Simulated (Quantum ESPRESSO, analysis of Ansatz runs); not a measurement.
# A hop of F in MgF2 (P4_2/mnm), charge 0 (Quantum ESPRESSO), part 3 of 3

Aim: the barrier of one jump in MgF2 (P4_2/mnm) at charge 0: V_F hop (2.6 Å). The model is a cell of 72 host atoms with 1 F taken out; F is the atom that moves.

Quantum ESPRESSO 7.5; Quantum ESPRESSO plane-wave DFT, PBEsol, GBRV 1.5 PBEsol potentials; nudged elastic band between two relaxed defect structures.

So far: The starting structure; Relaxation of the start point, charge 0; Relaxation of the end point, charge 0.

## Step 4: Nudged elastic band, charge 0

3 movable images are laid between the ends by interpolation. Each image feels the true force across the path and a spring force along it. The highest image is set to climb to the top of the path.

This step: Quantum ESPRESSO plane-wave DFT, PBEsol, GBRV 1.5 PBEsol potentials; nudged elastic band between two relaxed defect structures.

File neb.in:

```
BEGIN
BEGIN_PATH_INPUT
&PATH
  restart_mode = 'from_scratch'
  string_method = 'neb'
  nstep_path = 45
  ds = 1.5
  opt_scheme = 'broyden'
  num_of_images = 5
  k_max = 0.3
  k_min = 0.2
  CI_scheme = 'auto'
  path_thr = 0.06
/
END_PATH_INPUT
BEGIN_ENGINE_INPUT
&CONTROL
  prefix = 'pwscf'
  outdir = './tmp'
  pseudo_dir = './pseudo'
  disk_io = 'low'
/
&SYSTEM
  ibrav = 0
  nat = 71
  ntyp = 2
  ecutwfc = 36
  ecutrho = 288
  nbnd = 289
  occupations = 'fixed'
  nspin = 2
  starting_magnetization(1) = 0.05
  starting_magnetization(2) = 0.0714
  tot_magnetization = 1
  nosym = .true.
/
&ELECTRONS
  conv_thr = 7d-08
  electron_maxstep = 100
  mixing_beta = 0.3
/
ATOMIC_SPECIES
Mg    24.3050 mg_pbesol_v1.4.uspp.F.UPF
F     18.9984 f_pbesol_v1.4.uspp.F.UPF
CELL_PARAMETERS angstrom
   9.1949209707    0.0000000000    0.0000000000
   0.0000000000    9.1949209707    0.0000000000
   0.0000000000    0.0000000000    9.1306547926
BEGIN_POSITIONS
FIRST_IMAGE
ATOMIC_POSITIONS crystal
Mg     0.2492802185    0.2496889608    0.1663958075
Mg    -0.0002454460   -0.0002177111   -0.0000424262
F      0.3480562400    0.3479721988   -0.0000731140
F      0.4013427647    0.0986808250    0.1667512590
F      0.1510841819    0.1512229403   -0.0002429263
F      0.0982463275    0.4015125100    0.1666850438
Mg     0.2493057331    0.2498804182    0.4999183879
Mg    -0.0002220355   -0.0002937151    0.3333650207
F      0.3481568166    0.3486501632    0.3333073306
F      0.4012972260    0.0985727990    0.5002792312
F      0.1510738026    0.1513976769    0.3332717029
F      0.0973468013    0.4008854132    0.5001200269
Mg     0.2493825212    0.2498439191    0.8332655791
Mg    -0.0002807674    0.0000020039    0.6666479468
F      0.3476426991    0.3492737004    0.6665484129
F      0.4013531919    0.0985161179    0.8331366072
F      0.1510343340    0.1515584172    0.6666399800
F      0.0979060037    0.4014367436    0.8331940318
Mg     0.2499454253    0.7499208635    0.1665080561
Mg    -0.0003244080    0.5000898591   -0.0000641797
F      0.3484327901    0.8487396974    0.0000456150
F      0.4010595529    0.5982641470    0.1655970537
F      0.1507531748    0.6518372219    0.0001780081
F      0.0985553116    0.9014053143    0.1666367454
Mg     0.2501663673    0.7494591553    0.5000685674
Mg    -0.0003318864    0.4998740523    0.3334157281
F      0.3491107895    0.8478093282    0.3336514427
F      0.1516399412    0.6513030634    0.3336704799
F      0.0988152680    0.9014584603    0.5001168501
Mg     0.2499900989    0.7499104728    0.8336687622
Mg    -0.0004440747    0.5000496326    0.6665845369
F      0.3493982055    0.8475199395    0.6661982434
F      0.4009196253    0.5982526883    0.8354136612
F      0.1518259519    0.6510733718    0.6663707398
F      0.0985969565    0.9014883109    0.8332346809
Mg     0.7503228642    0.2497295981    0.1666155246
Mg     0.4998952601    0.0000814631    0.0000647911
F      0.8483165982    0.3485622285   -0.0000741819
F      0.9015300690    0.0984141078    0.1666156317
F      0.6516411086    0.1511608509    0.0002815209
F      0.5986620740    0.4008946599    0.1659862517
Mg     0.7493587527    0.2503777928    0.5001086322
Mg     0.4999244920    0.0003228994    0.3333491247
F      0.8476837120    0.3489870544    0.3333924742
F      0.9012217190    0.0986838043    0.5000019600
F      0.6513278660    0.1519645590    0.3334737399
F      0.5955096530    0.4030005072    0.4998487218
Mg     0.7500918406    0.2498451403    0.8335111179
Mg     0.5001945977   -0.0000554723    0.6667068914
F      0.8474869369    0.3491624711    0.6664294923
F      0.9014201843    0.0986295882    0.8333535153
F      0.6512333967    0.1516795119    0.6667482046
F      0.5982629699    0.4008732443    0.8337210773
Mg     0.7497036420    0.7499383527    0.1665075780
Mg     0.5000253029    0.4990931026    0.0002417132
F      0.8482720965    0.8483835454    0.0000777507
F      0.9009244780    0.5982499169    0.1666547701
F      0.6512276870    0.6511602227   -0.0000018265
F      0.5981231121    0.9013354283    0.1668468882
Mg     0.7493620781    0.7501352749    0.5000037576
Mg     0.4997536884    0.4996756663    0.3314663006
F      0.8482475359    0.8484367129    0.3331795555
F      0.9009214623    0.5987018702    0.4999925795
F      0.6507801301    0.6512690481    0.3332591655
F      0.5991974277    0.9024381103    0.4998174723
Mg     0.7496657655    0.7500032035    0.8336486231
Mg     0.4994739082    0.4999761847    0.6685300278
F      0.8481575150    0.8484029193    0.6668885287
F      0.9010293497    0.5985210953    0.8331648500
F      0.6503111532    0.6516261087    0.6668972289
F      0.5984959112    0.9016818784    0.8335303342
INTERMEDIATE_IMAGE
ATOMIC_POSITIONS crystal
Mg     0.2492562755    0.2496428222    0.1663694868
Mg    -0.0002123239   -0.0002355323   -0.0000426500
[... 69 atom lines left out ...]
INTERMEDIATE_IMAGE
ATOMIC_POSITIONS crystal
Mg     0.2492520773    0.2496045211    0.1663612235
Mg    -0.0001541105   -0.0002560365   -0.0000491198
[... 69 atom lines left out ...]
INTERMEDIATE_IMAGE
ATOMIC_POSITIONS crystal
Mg     0.2492886905    0.2496070170    0.1663951075
Mg    -0.0001181344   -0.0003033193   -0.0000610933
[... 69 atom lines left out ...]
LAST_IMAGE
ATOMIC_POSITIONS crystal
Mg     0.2493334914    0.2496298202    0.1664500100
Mg    -0.0000852469   -0.0003222641   -0.0000812842
[... 4 atom lines left out ...]
Mg     0.2496681725    0.2500862756    0.4999246693
[... 1 atom line left out ...]
F      0.3482980235    0.3484296753    0.3333032432
[... 5 atom lines left out ...]
F      0.3479402307    0.3488340423    0.6665331995
[... 9 atom lines left out ...]
Mg     0.2501629927    0.7498318713    0.5000156777
[... 16 atom lines left out ...]
Mg     0.7494721903    0.2504638456    0.4999694998
[... 4 atom lines left out ...]
F      0.4034309724    0.5960412556    0.4999268753
[... 5 atom lines left out ...]
F      0.5981447383    0.4011678588    0.8343025019
[... 6 atom lines left out ...]
Mg     0.7496146829    0.7498651051    0.4999384046
Mg     0.4995408423    0.4998210466    0.3314409776
[... 2 atom lines left out ...]
F      0.6507191031    0.6512960507    0.3331557988
[... 2 atom lines left out ...]
Mg     0.4991483491    0.5002569853    0.6685505442
[... 2 atom lines left out ...]
F      0.6511292496    0.6510385783    0.6667075070
F      0.5983777790    0.9015235172    0.8333212884
END_POSITIONS
K_POINTS gamma
END_ENGINE_INPUT
END
```

Started as:

```
$ OMP_NUM_THREADS=1 mpirun -n 4 neb.x -ni 2 -inp neb.in > neb.out
```

The log of the run:

```text
[shortened: banners, details of potentials and solvers, and blank lines are left out]
[banner, memory and clock lines left out]
     path-images division:  nimage    =       2
     initial path length           =  4.7717 bohr
     initial inter-image distance  =  1.1929 bohr
     string_method                 =    neb
     restart_mode                  =    from_scratch
     opt_scheme                    =    broyden
     num_of_images                 =    5
     nstep_path                    =    45
     CI_scheme                     =    auto
     first_last_opt                =    F
     use_freezing                  =    F
     ds                            =    1.5000 a.u.
     k_max                         =    0.3000 a.u.
     k_min                         =    0.2000 a.u.
     path_thr                      =    0.0600 eV / A
     ------------------------------ iteration   1 ------------------------------
     Message from routine setup:
     the system is metallic, specify occupations
     Message from routine setup:
     the system is metallic, specify occupations
     Message from routine setup:
     the system is metallic, specify occupations
     activation energy (->) =   2.325744 eV
     activation energy (<-) =   2.325029 eV
     image        energy (eV)        error (eV/A)        frozen
         1     -72023.3346394            0.027265            T
         2     -72022.1591611            2.442925            F
         3     -72021.0088952            3.826385            F
         4     -72022.1447445            2.461572            F
         5     -72023.3339241            0.029908            T
     climbing image =  3
     path length          =  4.772 bohr
     inter-image distance =  1.193 bohr
     ------------------------------ iteration   2 ------------------------------
     Message from routine setup:
     the system is metallic, specify occupations
     Message from routine setup:
     the system is metallic, specify occupations
     activation energy (->) =   1.922042 eV
     activation energy (<-) =   1.921327 eV
     image        energy (eV)        error (eV/A)        frozen
         1     -72023.3346394            0.027265            T
         2     -72022.2918993            0.857601            F
         3     -72021.4125970            0.605994            F
         4     -72022.2811124            0.843034            F
         5     -72023.3339241            0.029908            T
     climbing image =  3
     path length          =  4.877 bohr
[...]
------------------------------ iteration   3 ------------------------------
     Message from routine setup:
     the system is metallic, specify occupations
     Message from routine setup:
     the system is metallic, specify occupations
     activation energy (->) =   1.821120 eV
     activation energy (<-) =   1.820404 eV
     image        energy (eV)        error (eV/A)        frozen
         1     -72023.3346394            0.027265            T
         2     -72022.3059854            0.503075            F
         3     -72021.5135197            0.398179            F
         4     -72022.2980823            0.503211            F
         5     -72023.3339241            0.029908            T
     climbing image =  3
     path length          =  4.927 bohr
[...]
------------------------------ iteration   4 ------------------------------
     Message from routine setup:
     the system is metallic, specify occupations
     Message from routine setup:
     the system is metallic, specify occupations
     activation energy (->) =   1.735330 eV
     activation energy (<-) =   1.734615 eV
     image        energy (eV)        error (eV/A)        frozen
         1     -72023.3346394            0.027265            T
         2     -72022.3364794            0.241841            F
         3     -72021.5993089            0.189857            F
         4     -72022.3321189            0.244973            F
         5     -72023.3339241            0.029908            T
     climbing image =  3
     path length          =  5.017 bohr
[...]
------------------------------ iteration   5 ------------------------------
     Message from routine setup:
     the system is metallic, specify occupations
     Message from routine setup:
     the system is metallic, specify occupations
     activation energy (->) =   1.701714 eV
     activation energy (<-) =   1.700998 eV
     image        energy (eV)        error (eV/A)        frozen
         1     -72023.3346394            0.027265            T
         2     -72022.3644349            0.145219            F
         3     -72021.6329257            0.105036            F
         4     -72022.3620593            0.145031            F
         5     -72023.3339241            0.029908            T
     climbing image =  3
     path length          =  5.101 bohr
[...]
------------------------------ iteration   6 ------------------------------
     Message from routine setup:
     the system is metallic, specify occupations
     Message from routine setup:
     the system is metallic, specify occupations
     activation energy (->) =   1.691986 eV
     activation energy (<-) =   1.691271 eV
     image        energy (eV)        error (eV/A)        frozen
         1     -72023.3346394            0.027265            T
         2     -72022.3835143            0.091868            F
         3     -72021.6426534            0.084198            F
         4     -72022.3816417            0.091454            F
         5     -72023.3339241            0.029908            T
     climbing image =  3
     path length          =  5.126 bohr
[...]
------------------------------ iteration   7 ------------------------------
     Message from routine setup:
     the system is metallic, specify occupations
     Message from routine setup:
     the system is metallic, specify occupations
     activation energy (->) =   1.679397 eV
     activation energy (<-) =   1.678682 eV
     image        energy (eV)        error (eV/A)        frozen
         1     -72023.3346394            0.027265            T
         2     -72022.4215059            0.184525            F
         3     -72021.6552426            0.129901            F
         4     -72022.4223841            0.183979            F
         5     -72023.3339241            0.029908            T
     climbing image =  3
     path length          =  5.341 bohr
[...]
------------------------------ iteration   8 ------------------------------
     Message from routine setup:
     the system is metallic, specify occupations
     Message from routine setup:
     the system is metallic, specify occupations
     activation energy (->) =   1.672871 eV
     activation energy (<-) =   1.672156 eV
     image        energy (eV)        error (eV/A)        frozen
         1     -72023.3346394            0.027265            T
         2     -72022.4119973            0.062556            F
         3     -72021.6617683            0.058691            F
         4     -72022.4114992            0.061790            F
         5     -72023.3339241            0.029908            T
     climbing image =  3
     path length          =  5.229 bohr
[...]
------------------------------ iteration   9 ------------------------------
     Message from routine setup:
     the system is metallic, specify occupations
     Message from routine setup:
     the system is metallic, specify occupations
     activation energy (->) =   1.671173 eV
     activation energy (<-) =   1.670458 eV
     image        energy (eV)        error (eV/A)        frozen
         1     -72023.3346394            0.027265            T
         2     -72022.4121478            0.052547            F
         3     -72021.6634665            0.048959            F
         4     -72022.4115860            0.051872            F
         5     -72023.3339241            0.029908            T
     climbing image =  3
     path length          =  5.232 bohr
     inter-image distance =  1.308 bohr
     neb: convergence achieved in   9 iterations
```

Run time: 39 min. Hardware: 4 MPI ranks of Arm Neoverse V1, shared host; peak memory 2.7 GiB.

The path, image by image:

```tsv
image	path (Å)	energy (eV)	F47: x, y, z (Å)
0	0.000	0.0000	5.476, 3.706, 4.564
1	0.760	0.9225	5.007, 4.179, 4.566
2	1.386	1.6712	4.591, 4.595, 4.565
3	2.010	0.9231	4.177, 5.010, 4.565
4	2.768	0.0007	3.710, 5.481, 4.565
```

This step gave:

```
barrier forward  : 1.671 eV
barrier backward : 1.670 eV
end less start   : 7.15e-4 eV
hop length       : 2.504 Å
```

The band met its tolerance of 0.06 eV/Å after 9 iterations, with image 2 on top (the start counts as 0). F47, which moves farthest between the ends, has 3 Mg at 1.98 Å nearest at the start and 2 Mg at 1.78 Å at the top.

## Step 5: Summary of results

| Quantity | Value |
| --- | --- |
| barrier forward | 1.67 eV |
| barrier backward | 1.67 eV |
| end less start | 0.00 eV |
| hop length | 2.50 Å |
| band iterations, as the log counts them | 9 |

What this shows: The top of the band lies 1.67 eV above the start and 1.67 eV above the end, which are alike in energy and neighbours. No record shows where the unpaired electron stands at the top, which bears on this barrier. With an assumed prefactor of 1e13 per second it gives one hop a second along this one path at about 650 K; whether such hops link up through the crystal wasn't checked. At the top F47 stands 1.78 Å from its nearest Mg, 0.20 Å closer than at the start. The order of the top as a saddle was not checked for all atoms, so a bent path could be lower. What this leaves open: sampling at the zone centre alone can move energies of charged and open-shell states by tenths of an eV or more in cells of this size; PBEsol makes the gap too small and tends to spread out bound carriers. The cutoff of 36 Ry is under the 40 Ry advised for these potentials.

[Logs are printed without paths, hosts, clocks, repeated set-up lines and the standing remarks that a program may print on its own settings, such as how far it seeks lower states.]

[Hosts, paths, dates, database ids (printed as entryN), source tags and the programs' standing remarks are cut or masked in the printed files.]
